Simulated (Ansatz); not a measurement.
Runs of Ansatz 0.2.0 on KF (Carobbiite). The structure is cubic, space group Fm-3m (No. 225). The conventional cell has a = 5.344 Å, b = 5.344 Å, c = 5.344 Å, α = 90.00°, β = 90.00°, γ = 90.00°. K (site symmetry m-3m) is surrounded by 6 F at 2.67 Å. F (site symmetry m-3m) has 6 K at 2.67 Å as nearest neighbours. 

```tsv
task	level	points for each segment of the path	gap on the mesh (eV)	pressure (GPa)	V0 of scaled cells (Å³/atom)	B0 (GPa)
band structure	HSE06	4	(b)	0.5	-	-
equation of state	PBE0	-	-	-	19.32	32
equation of state	HSE06	-	-	-	19.36	32
band structure	PBE0	4	8.96	(a)	-	-
```

Alike in all rows: potentials or basis Ansatz PAW; no spin polarisation; cell as given; k mesh 6 × 6 × 6; cutoff (eV) 420; smearing fermi-dirac 0.05 eV.

Estimate the missing entries.

(a) 0.4; (b) 8.18.

Caveats: the PAW data sets come from PBE, with cores solved anew for the run's functional, which leaves a small shift of forces and pressure (some runs); the thresholds are loose for stress (some runs); the PAW data sets were made with another functional, which shifts forces and pressure a little (some runs).

